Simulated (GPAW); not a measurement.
Runs of GPAW 26.7.0 on BaO. Symmetry: Fm-3m, No. 225, cubic system. The conventional cell has a = 5.523 Å, b = 5.523 Å, c = 5.523 Å, α = 90.00°, β = 90.00°, γ = 90.00°. Ba (site symmetry m-3m) is surrounded by 6 O at 2.76 Å. O (site symmetry m-3m) is surrounded by 6 Ba at 2.76 Å. The cell was built by a generator and isn't the measured one.

```tsv
task	level	potentials or basis	band path	band points	gap on the mesh (eV)	pressure (GPa)
band structure	GLLB-SC	the program's PAW data sets (release 1.2.1) made for this functional, pw	GXWKGLUWLK,UX	80	4.55	-
single point	TB-mBJ	GPAW PAW data sets for LDA (gpaw-data 1.2.1), pw	-	-	(b)	-
band structure	r2SCAN	GPAW PAW data sets (gpaw-data 1.2.1), pw	GXWKGLUWLK,UX	60	2.29	(a)
band structure	LDA	the program's PAW data sets (release 1.2.1) made for this functional, pw	GXWKGLUWLK,UX	80	1.83	-4.8
```

Alike in all rows: no spin polarisation; cell as given; k mesh 8 × 8 × 8; cutoff (eV) 600; smearing fermi-dirac 0.05 eV.

Problem. Fill in the values left out.

Solution. (a) 0.0; (b) 3.31.

Caveats: spin-orbit coupling is left out, which moves the levels of the heavy elements; a model potential gives levels but no total energy (some runs); the PAW data sets were made with another functional, which shifts forces and pressure a little (some runs); the cutoff is short for stress and forces, so pressures can be off by a GPa or more (some runs); the GLLB-SC gap is the Kohn-Sham gap of the path plus the derivative discontinuity (some runs).

A k mesh can miss the band edges, and the runs leave out spin-orbit coupling on Ba.

Runs at the PBE level aren't shown here.
